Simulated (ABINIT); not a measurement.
Crystal: BeS.

```xyz
2
Lattice="0.0000 2.4250 2.4250 2.4250 0.0000 2.4250 2.4250 2.4250 0.0000" Properties=species:S:1:pos:R:3 pbc="T T T"
S     3.6375    3.6375    3.6375
Be    0.0000    0.0000    0.0000
```

Base run:

```yaml
Program: ABINIT 10.8.3 (patched build)
Functional: r2SCAN
Potentials_or_basis: JTH PAW PBE v2.0
Cutoff: 653 eV
k_mesh: 9 × 9 × 9
Occupations: fermi-dirac, width 0.05 eV
Spin: no spin polarisation
```

Its results: band gap on the k mesh 3.67 eV, indirect (least direct gap 6.25 eV); pressure 1.1 GPa.

Task: The run is repeated on the same cell with these changes: functional from r2SCAN to RPBE. What comes out?

Result: Band gap on the k mesh 3.31 eV, indirect (least direct gap 5.71 eV); pressure 3.6 GPa.

r2SCAN gives the wider gap, since meta-GGAs in the generalised Kohn-Sham scheme recover part of the derivative discontinuity.

Caveats: the PAW data sets were made with another functional, which shifts forces and pressure a little; an odd mesh through Γ misses points on the zone boundary, where band edges often lie.
